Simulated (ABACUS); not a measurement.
**CdTe in ABACUS: the effect of exact exchange share**

Crystal: CdTe.

```
Te Cd
1.0
     0.00000    3.20500    3.20500
     3.20500    0.00000    3.20500
     3.20500    3.20500    0.00000
Te Cd
1 1
Direct
  0.75000 0.75000 0.75000
  0.00000 0.00000 0.00000
```

Alike in all runs:

| Item | Value |
| --- | --- |
| Program | ABACUS 3.10.1 |
| Task | single point |
| Potentials or basis | SG15 ONCV 1.2 PBE |
| Cutoff | 1401 eV |
| Density cutoff | 5606 eV |
| Basis | DZP LCAO (the cutoffs set its grid) |
| k mesh | 3 × 3 × 3 |
| Occupations | fermi-dirac, width 0.05 eV |
| Spin | no spin polarisation |

```tsv
exact exchange share	functional	gap on the mesh (eV)
0	PBE	0.92
0.1	HSE-type (share 0.1, screening 0.11/bohr)	1.22
0.25	HSE-type (share 0.25, screening 0.11/bohr)	1.82
0.4	HSE-type (share 0.4, screening 0.11/bohr)	?
```

Task: What does the run with exact exchange share 0.4 give?

Result: gap on the mesh 2.46 eV.

Worked out: A straight line through the other rows of the gap on the mesh, of slope 3.63 eV per unit of exact exchange share, extrapolates to 2.35 eV, against the run's 2.46.

Caveats: all runs use coarse meshes; the atomic orbitals were generated for these runs and aren't a published set; spin-orbit coupling is left out, which moves the levels of the heavy elements; the basis of atomic orbitals isn't converged, which shifts pressures, moduli and gaps; gaps of hybrids in this basis differ from plane-wave ones by up to 0.1 eV (some runs).

